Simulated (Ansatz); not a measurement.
**HgS: how the settings move a relaxation**

How sensitive is a relaxation of HgS to its settings? A reference run comes first, then one run with altered input.

Program: Ansatz 0.2.0. Level of theory: reference: DFT, PBEsol, PAW with Ansatz's default frozen-core files, scalar-relativistic; relaxation of cell and atoms. These are calculated values, not measurements.

### Step 1. The starting structure

The structure is cubic, space group F-43m (No. 216). The conventional cell has a = 5.852 Å, b = 5.852 Å, c = 5.852 Å, α = 90.00°, β = 90.00°, γ = 90.00°. Around Hg (site symmetry -43m) lie 4 S at 2.53 Å. S (site symmetry -43m) is surrounded by 4 Hg at 2.53 Å.

Structure file:

```cif
data_structure
_symmetry_space_group_name_H-M 'F-43m'
_symmetry_Int_Tables_number 216
_cell_length_a 5.8517
_cell_length_b 5.8517
_cell_length_c 5.8517
_cell_angle_alpha 90.000
_cell_angle_beta 90.000
_cell_angle_gamma 90.000
_cell_volume 200.38
loop_
_atom_site_label
_atom_site_type_symbol
_atom_site_symmetry_multiplicity
_atom_site_Wyckoff_symbol
_atom_site_fract_x
_atom_site_fract_y
_atom_site_fract_z
_atom_site_occupancy
Hg1 Hg 4 a 0.00000 0.00000 0.00000 1
S1 S 4 c 0.25000 0.25000 0.25000 1
```

### Step 2. The reference run

input.yaml

```yaml
crystal:
  lattice:
    - [0.0, 2.92585, 2.92585]
    - [2.92585, 0.0, 2.92585]
    - [2.92585, 2.92585, 0.0]
  atoms:
    - { symbol: Hg, position: [0.0, 0.0, 0.0] }
    - { symbol: S, position: [0.75, 0.75, 0.75] }
kpoints:
  mp_grid: { grid: [14, 14, 14] }
scf:
  occupations: { method: fermi_dirac, width: 0.08 }
hamiltonian:
  xc: pbesol
  pseudopotentials: { kind: paw }
relax:
  f_tol: 0.002
  max_steps: 80
  cell: {}
output:
  forces: true
  stress: true
```

The run is started by

```
$ ansatz run input.yaml --threads 1 --pin off --max-ram 2560MiB --backend cpu --events-out ev --progress --plain --runs-dir out
```

### Step 3. Changed: ecutrho_ratio 6, accuracy low

input.yaml, as its differences from that of step 2:

```diff
@@ -22 +22,4 @@
   stress: true
+basis:
+  ecutrho_ratio: 6
+accuracy: low
```

Before running it: what results should come out? Wanted: for each run, ending; energy change; pressure; gap; force.

The runs gave:

| run | ending | energy change | pressure (GPa) | gap (eV) | force (eV/Å) | cycles | time |
| --- | --- | --- | --- | --- | --- | --- | --- |
| reference | converged | 0 | 0.0 | 0.00 | 0.00 | 15 | 17 s |
| 1: ecutrho_ratio 6, accuracy low | converged | 0.0 meV/atom | 0.0 | 0.00 | 0.00 | 16 | 18 s |

Changing the numerical grids and accuracy level hardly moves the energy: 0.0 meV/atom. Semilocal functionals close small gaps, so the missing gap need not be the real solid's.
